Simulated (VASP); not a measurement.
# Sb (Pm-3m) in VASP: a series of runs

The runs below take Sb through relaxation of cell and atoms, with PBE.

All numbers are computed with VASP 6.6.1; they aren't measurements. Logs are shortened: lines on timing, memory, paths and dates and some standing lists are left out, and cuts for length are marked.

## Step 1: The structure

It takes space group Pm-3m (No. 221, cubic). The conventional cell has a = 3.110 Å, b = 3.110 Å, c = 3.110 Å, α = 90.00°, β = 90.00°, γ = 90.00°. Sb (site symmetry m-3m) has 6 Sb at 3.11 Å as nearest neighbours.

This isn't the form of Sb at room conditions, which is rhombohedral.

## Step 2: Relaxation of cell and atoms, PBE

Input file INCAR:

```
PREC     = Accurate       # precision mode
ENCUT    = 520            # plane-wave cutoff, eV
EDIFF    = 1E-7           # SCF threshold, eV
ISMEAR   = 0              # smearing method
SIGMA    = 0.1            # smearing width, eV
LREAL    = F              # projectors in reciprocal space
LASPH    = T              # aspherical terms in the spheres
NELM     = 120            # most SCF steps
ALGO     = Normal         # electronic algorithm
ISIF     = 3              # what is computed and relaxed
LWAVE    = F              # write WAVECAR
LCHARG   = F              # write CHGCAR
GGA      = PE             # functional
IBRION   = 2              # ionic algorithm
NSW      = 60             # ionic steps
EDIFFG   = -0.005         # ionic threshold
POTIM    = 0.3            # step
```

Input file KPOINTS:

```
Automatic mesh
0
Gamma
  14 14 14
```

Input file POSCAR:

```
Sb                                      
1.0
    3.1098581840      0.0000000000     -0.0000000000
    0.0000000000      3.1098581840      0.0000000000
   -0.0000000000      0.0000000000      3.1098581840
  Sb            
     1
Direct
     0.0000000000000000    0.0000000000000000    0.0000000000000000
```

Potentials or basis: VASP PAW PBE potentials, release 64 (Sb).

The run is started by

```
$ cat potpaw_PBE.64/Sb/POTCAR > POTCAR
$ mpirun -np 1 vasp_std > vasp.out
```

OUTCAR:

```text
PREC = Accurate
   ENCUT = 520
   EDIFF = 1E-7
   ISMEAR = 0
   LREAL = F
   LASPH = T
   NELM = 120
   ISIF = 3
   GGA = PE
   IBRION = 2
   NSW = 60
   EDIFFG = -0.005
   POTIM = 0.3

 ion  position               nearest neighbor table
   1  0.000  0.000  0.000-

  LATTYP: Found a simple cubic cell.
 ALAT       =     3.1098581840

  Lattice vectors:

 A1 = (   3.1098581840,   0.0000000000,   0.0000000000)
 A2 = (   0.0000000000,   3.1098581840,   0.0000000000)
 A3 = (   0.0000000000,   0.0000000000,   3.1098581840)

Analysis of symmetry for initial positions (statically):
=====================================================================
 Subroutine PRICEL returns:
 Original cell was already a primitive cell.

 Routine SETGRP: Setting up the symmetry group for a
 simple cubic supercell.

 Subroutine GETGRP returns: Found 48 space group operations
 (whereof 48 operations were pure point group operations)
 out of a pool of 48 trial point group operations.

The static configuration has the point symmetry O_h .

Analysis of symmetry for dynamics (positions and initial velocities):
=====================================================================
 Subroutine PRICEL returns:
 Original cell was already a primitive cell.

 Routine SETGRP: Setting up the symmetry group for a
 simple cubic supercell.

 Subroutine GETGRP returns: Found 48 space group operations
 (whereof 48 operations were pure point group operations)
 out of a pool of 48 trial point group operations.

The dynamic configuration has the point symmetry O_h .

 Subroutine INISYM returns: Found 48 space group operations
 (whereof 48 operations are pure point group operations),
 and found     1 'primitive' translations

----------------------------------------------------------------------------------------

                                     Primitive cell

  volume of cell :      30.0761

  direct lattice vectors                    reciprocal lattice vectors
     3.109858184  0.000000000  0.000000000     0.321558071  0.000000000  0.000000000
     0.000000000  3.109858184  0.000000000     0.000000000  0.321558071  0.000000000
     0.000000000  0.000000000  3.109858184     0.000000000  0.000000000  0.321558071

  length of vectors
     3.109858184  3.109858184  3.109858184     0.321558071  0.321558071  0.321558071

  position of ions in fractional coordinates (direct lattice)
     0.000000000  0.000000000  0.000000000

  ion indices of the primitive-cell ions
   primitive index   ion index
                 1           1

----------------------------------------------------------------------------------------

 KPOINTS: Automatic mesh

Automatic generation of k-mesh.
 Grid dimensions read from file:
 generate k-points for:   14   14   14

 Generating k-lattice:

  Cartesian coordinates                     Fractional coordinates (reciprocal lattice)
     0.022968434  0.000000000  0.000000000     0.071428571  0.000000000  0.000000000
     0.000000000  0.022968434  0.000000000     0.000000000  0.071428571  0.000000000
     0.000000000  0.000000000  0.022968434     0.000000000  0.000000000  0.071428571

  Length of vectors
     0.022968434  0.022968434  0.022968434

  Shift w.r.t. Gamma in fractional coordinates (k-lattice)
     0.000000000  0.000000000  0.000000000

 Subroutine IBZKPT returns following result:
 ===========================================

 Found    120 irreducible k-points:

 Following reciprocal coordinates:
            Coordinates               Weight
  0.000000  0.000000  0.000000      1.000000
  0.071429  0.000000  0.000000      6.000000
  0.142857  0.000000  0.000000      6.000000
  0.214286  0.000000  0.000000      6.000000
  0.285714  0.000000  0.000000      6.000000
  0.357143  0.000000  0.000000      6.000000
[... 16 lines left out ...]
  0.285714  0.214286  0.000000     24.000000
  0.357143  0.214286  0.000000     24.000000
 [... further k-points ...]
   k-points           NKPTS =    120   k-points in BZ     NKDIM =    120   number of bands    NBANDS=      6
   number of dos      NEDOS =    301   number of ions     NIONS =      1
   total plane-waves  NPLWV =  13824
   dimension x,y,z NGX =    24 NGY =   24 NGZ =   24
   dimension x,y,z NGXF=    48 NGYF=   48 NGZF=   48
   ions per type =               1
   NGX,Y,Z   is equivalent  to a cutoff of  12.83, 12.83, 12.83 a.u.
   NGXF,Y,Z  is equivalent  to a cutoff of  25.66, 25.66, 25.66 a.u.
 SYSTEM =  unknown system
   PREC   = accura    normal or accurate (medium, high low for compatibility)
   ISTART =      0    job   : 0-new  1-cont  2-samecut
   ICHARG =      2    charge: 1-file 2-atom 10-const
   ISPIN  =      1    spin polarized calculation?
   LNONCOLLINEAR =      F non collinear calculations
   LSORBIT =      F    spin-orbit coupling
   LASPH  =      T    aspherical Exc in radial PAW
   ENCUT  =  520.0 eV  38.22 Ry    6.18 a.u.   5.78  5.78  5.78*2*pi/ulx,y,z
   NELM   =    120;   NELMIN=  2; NELMDL= -5     # of ELM steps
   EDIFF  = 0.1E-06   stopping-criterion for ELM
   LREAL  =      F    real-space projection
   EDIFFG = -.5E-02   stopping-criterion for IOM
   NSW    =     60    number of steps for IOM
   IBRION =      2    ionic relax: 0-MD 1-quasi-New 2-CG
   NFREE  =      1    steps in history (QN), initial steepest desc. (CG)
   ISIF   =      3    stress and relaxation
   ISYM   =      2    0-nonsym 1-usesym 2-fastsym
   POTIM  = 0.3000    time-step for ionic-motion
   TEBEG  =    0.0;   TEEND  =   0.0 temperature during run
   PSTRESS=    0.0 pullay stress
   NELECT =       5.0000    total number of electrons
   NUPDOWN=      -1.0000    fix difference up-down
   EMIN   =  10.00;   EMAX   =-10.00  energy-range for DOS
   EFERMI =   0.00;   METHOD = LEGACY
   ISMEAR =     0;   SIGMA  =   0.10  broadening in eV -4-tet -1-fermi 0-gaus
   EFERMI_NEDOS =   21; number of points for ismear=-14 and -15
   IALGO  =     38    algorithm
   IMIX   =      4    mixing-type and parameters
     AMIX     =   0.40;   BMIX     =  1.00
     AMIX_MAG =   1.60;   BMIX_MAG =  1.00
  volume/ion in A,a.u.               =      30.08       202.96
  Fermi-wavevector in a.u.,A,eV,Ry     =   0.900169  1.701074 11.024868  0.810305
  Thomas-Fermi vector in A             =   2.023094
   LORBIT       =      0    0 simple, 1 ext, 2 COOP (PROOUT), +10 PAW based schemes
   GGA     = PE    functional components
   LHFCALC =     F    Hartree Fock is set to
   AEXX    =    0.0000 exact exchange contribution
   IVDW    =     0    specifies the selected vdW correction
   LEPSILON=     F    determine dielectric tensor
   LRPA    =     F    only Hartree local field effects (RPA)
 conjugate gradient relaxation of ions
 non-spin polarized calculation
 Gauss-broadening in eV      SIGMA  =   0.10
  energy-cutoff  :      520.00
  volume of cell :       30.08
 maximum number of plane-waves:       840
 NGX is ok and might be reduce to    24
   NGX = 11   NGY = 11   NGZ = 11

 number of electron       4.9999999 magnetization

 Free energy of the ion-electron system (eV)
  ---------------------------------------------------
  ext. energy  EPLUGINS =         0.00000000
  ---------------------------------------------------
  free energy    TOTEN  =        -4.09637648 eV

  energy without entropy =       -4.09257992  energy(sigma->0) =       -4.09447820

 E-fermi :   6.9711     XC(G=0):  -9.5874

 val. band max:        6.9437291484   @ k =   0.4286   0.2857   0.2857
 cond. band min:       6.9904446482   @ k =   0.2143   0.2143   0.1429
 fundamental gap:      0.0467154997
 Fermi energy:         6.9711293517

 k-point     1 :       0.0000    0.0000    0.0000
  band No.  band energies     occupation
      1      -5.2890      2.00000
      2      10.2804      0.00000
      3      10.2804      0.00000
      4      10.2804      0.00000
      5      13.9450      0.00000
      6      13.9450      0.00000

 k-point     2 :       0.0714    0.0000    0.0000
  band No.  band energies     occupation
      1      -5.2157      2.00000
      2       9.3451      0.00000
      3      10.3527      0.00000
      4      10.3527      0.00000
      5      14.0034      0.00000
      6      14.5109      0.00000

 k-point     3 :       0.1429    0.0000    0.0000
  band No.  band energies     occupation
      1      -4.9977      2.00000
      2       7.6461      0.00000
      3      10.5640      0.00000
      4      10.5640      0.00000
      5      14.1777      0.00000
      6      14.9472      0.00000

 k-point     4 :       0.2143    0.0000    0.0000
  band No.  band energies     occupation
      1      -4.6427      2.00000
      2       5.9043      2.00000
      3      10.8967      0.00000
      4      10.8967      0.00000
      5      14.4642      0.00000
      6      15.3179      0.00000

 k-point     5 :       0.2857    0.0000    0.0000
  band No.  band energies     occupation
      1      -4.1698      2.00000
      2       4.2956      2.00000
      3      11.3156      0.00000
      4      11.3156      0.00000
      5      14.8533      0.00000
      6      15.7854      0.00000

 k-point     6 :       0.3571    0.0000    0.0000
  band No.  band energies     occupation
      1      -3.6253      2.00000
      2       2.9177      2.00000
      3      11.7574      0.00000
      4      11.7574      0.00000
      5      15.3189      0.00000
      6      16.3749      0.00000

 k-point     7 :       0.4286    0.0000    0.0000
  band No.  band energies     occupation
      1      -3.1240      2.00000
      2       1.9088      2.00000
      3      12.1171      0.00000
      4      12.1171      0.00000
      5      15.7810      0.00000
      6      17.0746      0.00000

 k-point     8 :       0.5000    0.0000    0.0000
  band No.  band energies     occupation
      1      -2.8996      2.00000
      2       1.5140      2.00000
      3      12.2606      0.00000
      4      12.2606      0.00000
      5      16.0095      0.00000
      6      17.6138      0.00000
[... 91 lines left out ...]
 k-point    19 :       0.3571    0.1429    0.0000
  band No.  band energies     occupation
      1      -3.3316      2.00000
      2       3.1960      2.00000
      3       9.2029      0.00000
      4      12.0462      0.00000
      5      15.5209      0.00000
      6      16.2508      0.00000

 k-point    20 :       0.4286    0.1429    0.0000
  band No.  band energies     occupation
      1      -2.8286      2.00000
      2       2.1858      2.00000
      3       9.6221      0.00000
      4      12.4078      0.00000
      5      14.8578      0.00000
      6      16.7178      0.00000

 k-point    21 :       0.5000    0.1429    0.0000
  band No.  band energies     occupation
      1      -2.6030      2.00000
      2       1.7900      2.00000
      3       9.7991      0.00000
      4      12.5522      0.00000
      5      14.5686      0.00000
      6      17.0672      0.00000

 k-point    22 :       0.2143    0.2143    0.0000
  band No.  band energies     occupation
      1      -3.9950      2.00000
      2       6.3374      2.00000
      3       6.7264      1.99946
      4      11.5173      0.00000
      5      15.3425      0.00000
      6      16.8010      0.00000

 k-point    23 :       0.2857    0.2143    0.0000
  band No.  band energies     occupation
      1      -3.5203      2.00000
      2       4.8999      2.00000
      3       6.9949      0.73715
      4      11.9392      0.00000
      5      15.1199      0.00000
      6      16.1147      0.00000

 k-point    24 :       0.3571    0.2143    0.0000
  band No.  band energies     occupation
      1      -2.9726      2.00000
      2       3.5269      2.00000
      3       7.4737      0.00000
      4      12.3846      0.00000
      5      14.0932      0.00000
      6      16.5182      0.00000

 [... further k-points ...]

------------------------ aborting loop because EDIFF is reached ----------------------------------------

  FORCE on cell =-STRESS in cart. coord.  units (eV):
  Direction    XX          YY          ZZ          XY          YZ          ZX
  --------------------------------------------------------------------------------------
  -------------------------------------------------------------------------------------
  Total        0.0014396      0.0014396      0.0014396     -0.0000000     -0.0000000      0.0000000
  in kB        0.0766905      0.0766905      0.0766905     -0.0000000     -0.0000000      0.0000000
  external PRESSURE =       0.0766905 kB  Pullay stress =       0.0000000 kB

 VOLUME and BASIS-vectors are now :
 -----------------------------------------------------------------------------
  energy-cutoff  :      520.00
  volume of cell :       30.08
      direct lattice vectors                 reciprocal lattice vectors
     3.109858184  0.000000000  0.000000000     0.321558071  0.000000000  0.000000000
     0.000000000  3.109858184  0.000000000     0.000000000  0.321558071  0.000000000
     0.000000000  0.000000000  3.109858184     0.000000000  0.000000000  0.321558071

 POSITION                                       TOTAL-FORCE (eV/Angst)
 -----------------------------------------------------------------------------------
      0.00000      0.00000      0.00000         0.000000      0.000000      0.000000
 -----------------------------------------------------------------------------------
    total drift:                                0.000000      0.000000      0.000000

  FREE ENERGIE OF THE ION-ELECTRON SYSTEM (eV)
  ---------------------------------------------------
  free  energy   TOTEN  =        -4.0963764780 eV

  energy  without entropy=       -4.0925799223  energy(sigma->0) =       -4.09447820

 reached required accuracy - stopping structural energy minimisation
```

Wall time 4.6 s (1 thread of Intel Xeon 6975P-C (Granite Rapids), shared host); peak memory 0.15 GiB.

Results:

- Free energy: -4.0964 eV
- Pressure after relaxing: 0.0 GPa
- Band gap on the k mesh: none (metal or under the smearing width)

Final structure:
```
Sb
1.0
     3.10986    0.00000    0.00000
     0.00000    3.10986    0.00000
     0.00000    0.00000    3.10986
Sb
1
Direct
  0.00000 0.00000 0.00000
```

Levels at points of the mesh, in eV from the Fermi level:
```
           k point  band 1  band 2  band 3  band 4  band 5  band 6
(0.00, 0.00, 0.00)  -12.26    3.31    3.31    3.31    6.97    6.97
(0.50, 0.00, 0.00)   -9.87   -5.46    5.29    5.29    9.04   10.64
(0.50, 0.50, 0.00)   -7.34   -3.44   -3.44    2.28    7.30   12.84
(0.50, 0.50, 0.50)   -4.51   -1.54   -1.54   -1.54    4.91    4.91
```

Caveat: the relaxation stopped at its first step, so nothing moved.

## Step 3: Relaxation of cell and atoms, PBE

This run uses another cell than the first one, of 24.49 Å³/atom, 0.814 times its volume.

Edit INCAR of step 2 so:

```diff
@@ -2,3 +2,3 @@
 ENCUT    = 520            # plane-wave cutoff, eV
-EDIFF    = 1E-7           # SCF threshold, eV
+EDIFF    = 1E-6           # SCF threshold, eV
 ISMEAR   = 0              # smearing method
@@ -14,4 +14,3 @@
 IBRION   = 2              # ionic algorithm
-NSW      = 60             # ionic steps
-EDIFFG   = -0.005         # ionic threshold
-POTIM    = 0.3            # step
+NSW      = 90             # ionic steps
+EDIFFG   = -0.01          # ionic threshold
```

Input file KPOINTS:

```
Automatic mesh
0
Gamma
  16 16 16
```

Input file POSCAR:

```
Sb
1.0
    0.0000000000      2.3050000000      2.3050000000
    2.3050000000      0.0000000000      2.3050000000
    2.3050000000      2.3050000000      0.0000000000
Sb
1
Direct
    0.0000000000      0.0000000000      0.0000000000
```

Potentials or basis: VASP PAW PBE potentials, release 64 (Sb).

The run is started by

```
$ cat potpaw_PBE.64/Sb/POTCAR > POTCAR
$ mpirun -np 1 vasp_std > vasp.out
```

Run time: 9.4 s. Hardware: 1 thread of Intel Xeon 6975P-C (Granite Rapids), shared host; peak memory 0.16 GiB.

The run converged. Its results:

| Quantity | Value |
| --- | --- |
| Free energy | -3.8202 eV |
| Relaxed volume | 27.43 Å³/atom |
| Relaxed cell | a = 3.385 Å, b = 3.385 Å, c = 3.385 Å, α = 60.00°, β = 60.00°, γ = 60.00° |
| Space group after relaxing (to 0.05 Å) | Fm-3m (No. 225) |
| Energy gained by relaxing | 70.5 meV/atom |
| Ionic steps | 3 |
| Pressure after relaxing | 0.0 GPa |
| Band gap on the k mesh | none (metal or under the smearing width) |

Step by step:
| step | energy change (eV) | largest force (eV/Å) | pressure (GPa) | volume (Å³) |
| --- | --- | --- | --- | --- |
| 1 | 0.0000 | 0.0000 | 8.55 | 24.49 |
| 2 | -0.0472 | 0.0000 | -3.48 | 29.43 |
| 3 | -0.0705 | 0.0000 | 0.00 | 27.43 |

Final structure:
```yaml
crystal:
  lattice:
    - [0.00000, 2.39361, 2.39361]
    - [2.39361, 0.00000, 2.39361]
    - [2.39361, 2.39361, 0.00000]
  atoms:
    - { symbol: Sb, position: [0.00000, 0.00000, 0.00000] }
```

Levels at points of the mesh, in eV from the Fermi level:
```csv
k point,band 1,band 2,band 3,band 4,band 5
"(0.00, 0.00, 0.00)",-12.76,5.21,5.21,5.21,9.92
"(0.50, 0.00, 0.00)",-9.11,-5.67,3.57,3.57,8.08
"(0.50, 0.50, 0.00)",-7.54,-4.80,0.40,0.40,4.16
```

Caveat: the volume moved by +12 % from the deposited cell, more than functionals usually miss. Zero-point motion and thermal expansion aren't in these numbers.

## Step 4: Relaxation of cell and atoms, PBE

This run uses another cell than the first one, of 27.43 Å³/atom, 0.912 times its volume.

Edit INCAR of step 3 so:

```diff
@@ -2,3 +2,3 @@
 ENCUT    = 520            # plane-wave cutoff, eV
-EDIFF    = 1E-6           # SCF threshold, eV
+EDIFF    = 1E-7           # SCF threshold, eV
 ISMEAR   = 0              # smearing method
@@ -14,3 +14,4 @@
 IBRION   = 2              # ionic algorithm
-NSW      = 90             # ionic steps
-EDIFFG   = -0.01          # ionic threshold
+NSW      = 60             # ionic steps
+EDIFFG   = -0.005         # ionic threshold
+POTIM    = 0.3            # step
```

KPOINTS is that of step 3.

Input file POSCAR:

```
Sb                                      
1.0
    0.0000000000      2.3936111871      2.3936111871
    2.3936111871     -0.0000000000      2.3936111871
    2.3936111871      2.3936111871     -0.0000000000
  Sb            
     1
Direct
     0.0000000000000000    0.0000000000000000    0.0000000000000000
```

The run is started by

```
$ cat potpaw_PBE.64/Sb/POTCAR > POTCAR
$ mpirun -np 1 vasp_std > vasp.out
```

It took 10 s on 1 thread of Intel Xeon 6975P-C (Granite Rapids), shared host; peak memory 0.16 GiB.

Results (log left out):

```
Free energy             : -3.8203 eV
Pressure after relaxing : 0.0 GPa
Band gap on the k mesh  : none (metal or under the smearing width)
```

Final structure:
```yaml
crystal:
  lattice:
    - [0.00000, 2.39361, 2.39361]
    - [2.39361, 0.00000, 2.39361]
    - [2.39361, 2.39361, 0.00000]
  atoms:
    - { symbol: Sb, position: [0.00000, 0.00000, 0.00000] }
```

Levels at points of the mesh, in eV from the Fermi level:
| k point | band 1 | band 2 | band 3 | band 4 | band 5 | band 6 |
| --- | --- | --- | --- | --- | --- | --- |
| (0.00, 0.00, 0.00) | -12.76 | 5.21 | 5.21 | 5.21 | 9.92 | 9.92 |
| (0.50, 0.00, 0.00) | -9.11 | -5.67 | 3.57 | 3.57 | 8.08 | 9.07 |
| (0.50, 0.50, 0.00) | -7.54 | -4.80 | 0.40 | 0.40 | 4.16 | 4.64 |

Caveat: the relaxation stopped at its first step, so nothing moved. Spin-orbit coupling is left out, which matters for the levels of Sb.

(Part 1 of 2 ends here.)
